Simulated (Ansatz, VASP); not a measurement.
# C: VASP beside Ansatz

```
C
1.0
     3.46060    0.00000    0.00000
     0.00000    3.46060    0.00000
     0.00000    0.00000    3.54916
C
8
Direct
  0.20582 0.45101 0.94918
  0.04899 0.29418 0.55082
  0.95101 0.70582 0.55082
  0.45101 0.79418 0.05082
  0.79418 0.54899 0.94918
  0.70582 0.04899 0.44918
  0.29418 0.95101 0.44918
  0.54899 0.20582 0.05082
```

Alike in both runs: task relaxation of cell and atoms; functional PBE; k mesh 6 × 6 × 6; occupations gaussian, width 0.1 eV; no spin polarisation.

|  | VASP | Ansatz |
| --- | --- | --- |
| version | VASP 6.6.1 | Ansatz 0.2.0 |
| potentials or method | VASP PAW PBE potentials, release 64 (C) | scalar-relativistic, plane waves, PAW |
| plane-wave cutoff (eV) | 600 | 420 |
| valence electrons in the cell | 32 | 32 |

```tsv
	VASP	Ansatz	Ansatz less VASP
gap on the k mesh at the Fermi level, each at its own relaxed structure (eV)	none	none	-
relaxed volume (Å³/atom)	8.10	11.36	+3.259
relaxed cell length with the largest relative difference (Å)	5.464	7.653	+2.1893
energy change over the relaxation (meV/atom)	-1505	-1713	-208.4
```

A gap of «none» marks a metal or a gap that the smearing closes. One of these differences is far larger than is usual between the two programs; its cause wasn't traced.

Caveats: the volume moved by over 15 % at a fixed basis, so the end points are rough (VASP).
